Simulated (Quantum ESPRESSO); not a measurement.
# CoO (P3m1) in Quantum ESPRESSO: reference runs

Aim: a first look at CoO with PBE, on the cell as given and on a disturbed one.

Everything below comes from runs of Quantum ESPRESSO 7.5. Logs are shortened: lines on timing, memory, paths and dates and some standing lists are left out, and cuts for length are marked.

**1. The structure**

It takes space group P6_3mc (No. 186, hexagonal). Conventional cell: a = 3.198 Å, b = 3.198 Å, c = 5.229 Å, α = 90.00°, β = 90.00°, γ = 120.00°. Around Co (site symmetry 3m) lie 4 O at 1.93 to 1.97 Å. O (site symmetry 3m) has 4 Co at 1.93 to 1.97 Å as nearest neighbours.

Measurements of this composition are mostly on another form, of space group No. 225.

**2. Single point, PBE, collinear spin, ferromagnetic start**

File pw.in:

```
&CONTROL
  calculation = 'scf'
  prefix = 'pwscf'
  outdir = './tmp'
  pseudo_dir = './pseudo'
  tprnfor = .true.
  tstress = .true.
  disk_io = 'nowf'
/
&SYSTEM
  ibrav = 0
  nat = 4
  ntyp = 2
  ecutwfc = 55
  ecutrho = 440
  nbnd = 35
  occupations = 'smearing'
  smearing = 'fd'
  degauss = 0.00367493
  nspin = 2
  starting_magnetization(1) = 0.1176
  starting_magnetization(2) = 0
/
&ELECTRONS
  conv_thr = 8d-10
  electron_maxstep = 120
  mixing_beta = 0.3
/
ATOMIC_SPECIES
Co    58.9332 Co_pbe_v1.2.uspp.F.UPF
O     15.9990 O.pbe-n-kjpaw_psl.0.1.UPF
CELL_PARAMETERS angstrom
   3.1976457435    0.0000000000    0.0000000000
  -1.5988228718    2.7692424462    0.0000000000
   0.0000000000    0.0000000000    5.2287097100
ATOMIC_POSITIONS crystal
Co     0.3333333333    0.6666666667    0.5033624100
Co     0.0000000000    0.0000000000    0.0034741400
O      0.3333333333    0.6666666667    0.8715556000
O      0.0000000000    0.0000000000    0.3716088500
K_POINTS automatic
10 10 5 0 0 0
```

Potentials or basis: SSSP 1.3 efficiency PBE.

Command:

```sh
OMP_NUM_THREADS=1 mpirun -n 2 pw.x -nk 2 -in pw.in > pw.out
```

pw.out:

```text
This program is part of the open-source Quantum ESPRESSO suite
     for quantum simulation of materials; please cite
         "P. Giannozzi et al., J. Phys.:Condens. Matter 21 395502 (2009);
         "P. Giannozzi et al., J. Phys.:Condens. Matter 29 465901 (2017);
         "P. Giannozzi et al., J. Chem. Phys. 152 154105 (2020);
     in publications or presentations arising from this work. More details at

     file O.pbe-n-kjpaw_psl.0.1.UPF: wavefunction(s)  2P renormalized
     Message from routine setup:
     using ibrav=0 with symmetry is DISCOURAGED, use correct ibrav instead

     K-points division:     npool     =       2
     Subspace diagonalization in iterative solution of the eigenvalue problem:
     a serial algorithm will be used

     G-vector sticks info
     --------------------
     sticks:   dense  smooth     PW     G-vecs:    dense   smooth      PW
     Sum        1111     559    163                48647    17297    2779

     Using Slab Decomposition

     bravais-lattice index     =            0
     lattice parameter (alat)  =       6.0427  a.u.
     unit-cell volume          =     312.4514 (a.u.)^3
     number of atoms/cell      =            4
     number of atomic types    =            2
     number of electrons       =        46.00
     number of Kohn-Sham states=           35
     kinetic-energy cutoff     =      55.0000  Ry
     charge density cutoff     =     440.0000  Ry
     scf convergence threshold =      8.0E-10
     mixing beta               =       0.3000
     number of iterations used =            8  plain     mixing
     Exchange-correlation= SLA  PW   PBX  PBC
                           (   1   4   3   4   0   0   0)

     celldm(1)=   6.042675  celldm(2)=   0.000000  celldm(3)=   0.000000
     celldm(4)=   0.000000  celldm(5)=   0.000000  celldm(6)=   0.000000

     crystal axes: (cart. coord. in units of alat)
               a(1) = (   1.000000   0.000000   0.000000 )
               a(2) = (  -0.500000   0.866025   0.000000 )
               a(3) = (   0.000000   0.000000   1.635175 )

     reciprocal axes: (cart. coord. in units 2 pi/alat)
               b(1) = (  1.000000  0.577350 -0.000000 )
               b(2) = (  0.000000  1.154701  0.000000 )
               b(3) = (  0.000000 -0.000000  0.611555 )

     PseudoPot. # 1 for Co read from file:
     Co_pbe_v1.2.uspp.F.UPF
     Pseudo is Ultrasoft + core correction, Zval = 17.0
     Generated by new atomic code, or converted to UPF format
     Using radial grid of  863 points,  6 beta functions with:
                l(1) =   0
                l(2) =   0
                l(3) =   1
                l(4) =   1
                l(5) =   2
                l(6) =   2
     Q(r) pseudized with  8 coefficients,  rinner =    1.200   1.200   1.200
                                                       1.200   1.200

     PseudoPot. # 2 for O  read from file:
     O.pbe-n-kjpaw_psl.0.1.UPF
     Pseudo is Projector augmented-wave + core cor, Zval =  6.0
     Generated using "atomic" code by A. Dal Corso  v.5.0.99 svn rev. 10869
     Shape of augmentation charge: BESSEL
     Using radial grid of 1095 points,  4 beta functions with:
                l(1) =   0
                l(2) =   0
                l(3) =   1
                l(4) =   1
     Q(r) pseudized with 0 coefficients

     atomic species   valence    mass     pseudopotential
     Co               17.00    58.93320     Co( 1.00)
     O                 6.00    15.99900     O ( 1.00)

     Starting magnetic structure
     atomic species   magnetization
     Co              0.118
     O               0.000

      6 Sym. Ops. (no inversion) found

   Cartesian axes

     site n.     atom                  positions (alat units)
         1        Co     tau(   1) = (  -0.0000000   0.5773503   0.8230855  )
         2        Co     tau(   2) = (   0.0000000   0.0000000   0.0056808  )
         3        O      tau(   3) = (  -0.0000000   0.5773503   1.4251457  )
         4        O      tau(   4) = (   0.0000000   0.0000000   0.6076454  )

     number of k points=    58  Fermi-Dirac smearing, width (Ry)=  0.0037
                       cart. coord. in units 2pi/alat
        k(    1) = (   0.0000000   0.0000000   0.0000000), wk =   0.0020000
        k(    2) = (   0.0000000   0.0000000   0.1223111), wk =   0.0040000
        k(    3) = (   0.0000000   0.0000000   0.2446222), wk =   0.0040000
        k(    4) = (   0.0000000   0.1154701   0.0000000), wk =   0.0120000
        k(    5) = (   0.0000000   0.1154701   0.1223111), wk =   0.0120000
        k(    6) = (   0.0000000   0.1154701   0.2446222), wk =   0.0120000
[... 50 lines left out ...]
        k(   57) = (  -0.2000000  -0.4618802   0.1223111), wk =   0.0240000
        k(   58) = (  -0.2000000  -0.4618802   0.2446222), wk =   0.0240000

     Dense  grid:    48647 G-vectors     FFT dimensions: (  45,  45,  72)

     Smooth grid:    17297 G-vectors     FFT dimensions: (  30,  30,  48)

     Check: negative core charge=   -0.000024
     Generating pointlists ...
     new r_m :   0.2483 (alat units)  1.5005 (a.u.) for type    1
     new r_m :   0.2483 (alat units)  1.5005 (a.u.) for type    2

     Initial potential from superposition of free atoms

     starting charge      44.0000, renormalised to      46.0000
     Starting wfcs are   34 randomized atomic wfcs +    1 random wfcs
     Checking if some PAW data can be deallocated...

     Self-consistent Calculation

     iteration #  1     ecut=    55.00 Ry     beta= 0.30
     Davidson diagonalization with overlap
     ethr =  1.00E-02,  avg # of iterations =  4.2

     total energy              =    -674.66902654 Ry
     estimated scf accuracy    <      17.19382260 Ry

     total magnetization       =     4.46 Bohr mag/cell
     absolute magnetization    =     4.53 Bohr mag/cell

     iteration #  2     ecut=    55.00 Ry     beta= 0.30
     Davidson diagonalization with overlap
     ethr =  1.00E-02,  avg # of iterations =  2.6

     total energy              =    -677.82592239 Ry
     estimated scf accuracy    <      19.04416608 Ry

     total magnetization       =     0.56 Bohr mag/cell
     absolute magnetization    =     0.58 Bohr mag/cell
[... 171 lines left out ...]
     iteration # 20     ecut=    55.00 Ry     beta= 0.30
     Davidson diagonalization with overlap
     ethr =  3.40E-11,  avg # of iterations =  2.0

     total energy              =    -680.21067991 Ry
     estimated scf accuracy    <          2.1E-09 Ry

     total magnetization       =     5.94 Bohr mag/cell
     absolute magnetization    =     5.95 Bohr mag/cell

     iteration # 21     ecut=    55.00 Ry     beta= 0.30
     Davidson diagonalization with overlap
     ethr =  4.48E-12,  avg # of iterations =  1.0

     Magnetic moment per site  (integrated on atomic sphere of radius R)
     atom   1 (R=0.248)  charge= 14.1529  magn=  2.3727
     atom   2 (R=0.248)  charge= 14.1529  magn=  2.3728
     atom   3 (R=0.248)  charge=  5.3092  magn=  0.3349
     atom   4 (R=0.248)  charge=  5.3094  magn=  0.3347

     End of self-consistent calculation

     Number of k-points >= 100: set verbosity='high' to print the bands.

     the Fermi energy is    10.9179 ev

!    total energy              =    -680.21067991 Ry
     estimated scf accuracy    <          1.6E-10 Ry
     smearing contrib. (-TS)   =      -0.00239110 Ry
     internal energy E=F+TS    =    -680.20828881 Ry

     The total energy is F=E-TS. E is the sum of the following terms:
     one-electron contribution =    -433.05014800 Ry
     hartree contribution      =     238.58841983 Ry
     xc contribution           =     -80.23994684 Ry
     ewald contribution        =    -386.47915626 Ry
     one-center paw contrib.   =     -19.02745754 Ry

     total magnetization       =     5.94 Bohr mag/cell
     absolute magnetization    =     5.95 Bohr mag/cell

     convergence has been achieved in  21 iterations

     Forces acting on atoms (cartesian axes, Ry/au):

     atom    1 type  1   force =     0.00000000    0.00000000   -0.00960758
     atom    2 type  1   force =     0.00000000   -0.00000000   -0.00983559
     atom    3 type  2   force =     0.00000000    0.00000000    0.00972263
     atom    4 type  2   force =     0.00000000    0.00000000    0.00972054

     Total force =     0.019444     Total SCF correction =     0.000019

     Computing stress (Cartesian axis) and pressure

          total   stress  (Ry/bohr**3)                   (kbar)     P=        3.83
  -0.00005621  -0.00000000   0.00000000           -8.27       -0.00        0.00
  -0.00000000  -0.00005621  -0.00000000           -0.00       -8.27       -0.00
   0.00000000   0.00000000   0.00019044            0.00        0.00       28.02

=------------------------------------------------------------------------------=
   JOB DONE.
=------------------------------------------------------------------------------=
```

It took 64 s on 2 MPI ranks of Intel Xeon 6975P-C (Granite Rapids), shared host; peak memory 0.48 GiB.

Results:

```
Free energy                                           : -9254.7378 eV
Pressure                                              : 0.4 GPa
Largest force                                         : 0.253 eV/Å
Band gap on the k mesh                                : none (metal or under the smearing width)
Net moment                                            : 5.94 μB per cell
Absolute moment                                       : 5.95 μB per cell
Site moments                                          : Co +2.37; O +0.33 μB
Valence electrons inside the program's atomic spheres : Co 14.15; O 5.31
```

Forces on the atoms (eV/Å):
```
Co   0.000  0.000 -0.247
Co   0.000  0.000 -0.253
O    0.000  0.000  0.250
O    0.000  0.000  0.250
```

Stress tensor (GPa, compression positive):
```
-0.83  0.00  0.00
 0.00 -0.83  0.00
 0.00  0.00  2.80
```

Caveat: semilocal functionals often make such compounds metallic where correlation or magnetic order opens a gap, which also shifts bond lengths.

[end of part 1 of 2]
